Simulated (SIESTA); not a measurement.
Runs of SIESTA 5.4.2 on MnO. The structure is cubic, space group Fm-3m (No. 225). The conventional cell has a = 4.448 Å, b = 4.448 Å, c = 4.448 Å, α = 90.00°, β = 90.00°, γ = 90.00°. Around Mn (site symmetry m-3m) lie 6 O at 2.22 Å. O (site symmetry m-3m) is surrounded by 6 Mn at 2.22 Å. The cell is a database's computed one.

| task | level | potentials or basis | cell | k mesh | optimiser | force tolerance | energy shift | gap on the mesh (eV) | pressure (GPa) | moment (μB) |
| --- | --- | --- | --- | --- | --- | --- | --- | --- | --- | --- |
| relaxation of cell and atoms | RPBE | PseudoDojo 0.4 standard (PBE files), DZP (energy shift 0.002 Ry) | relaxed | 7 × 7 × 7 | Broyden | 0.04 eV/Å | 0.002 Ry | none | 0.0 | 4.96 |
| single point | PBE | PseudoDojo 0.4 standard (PBE files), TZP (energy shift 0.002 Ry) | as given | 8 × 8 × 8 | - | - | 0.002 Ry | none | 1.9 | 4.84 |
| band structure | PBE | PseudoDojo 0.4 standard (PBE files), DZP (energy shift 0.003 Ry; two zetas on semicore shells) | as given | 10 × 10 × 10 | - | - | 0.003 Ry | none | 1.5 | 4.83 |
| band structure | PBE | PseudoDojo 0.4 standard (PBE files), TZP (energy shift 0.01 Ry) | as given | 10 × 10 × 10 | - | - | 0.01 Ry | none | 0.3 | 4.89 |
| single point | PBE | PseudoDojo 0.4 standard (PBE files), DZP (energy shift 0.002 Ry) | as given | 10 × 10 × 10 | - | - | 0.002 Ry | none | 1.6 | 4.82 |
| band structure | AM05 | PseudoDojo 0.4 standard (PBEsol files), DZP (energy shift 0.003 Ry; two zetas on semicore shells) | as given | 10 × 10 × 10 | - | - | 0.003 Ry | none | -5.9 | 4.78 |
| band structure | LDA | PseudoDojo 0.4 standard (LDA files), DZP (energy shift 0.003 Ry; two zetas on semicore shells) | as given | 10 × 10 × 10 | - | - | 0.003 Ry | none | (a) | 4.66 |
| band structure | PBEsol | PseudoDojo 0.4 standard (PBEsol files), DZP (energy shift 0.003 Ry; two zetas on semicore shells) | as given | 10 × 10 × 10 | - | - | 0.003 Ry | none | -5.9 | (b) |

Alike in all rows: spin collinear, ferromagnetic start; smearing fermi-dirac 0.05 eV; grid cutoff 800 Ry.

Q: Estimate the missing entries.

A: (a) -14.9; (b) 4.80.

Caveats: the basis of atomic orbitals isn't converged, which shifts pressures, moduli and gaps; a cell with one magnetic atom can't hold antiferromagnetic order, which such compounds often take; semilocal functionals often make such compounds metallic where correlation or magnetic order opens a gap, which also shifts bond lengths; semicore shells carry a single zeta, which can move pressures by several GPa and volumes by a few percent (some runs); short orbitals over semicore shells can move pressures by several GPa (some runs); the potentials were made for another functional, which shifts forces and pressure (some runs).

A k mesh can miss the band edges.

A gap of «none» marks a metal or a gap under the smearing width.

Not every run made on this cell is shown here.
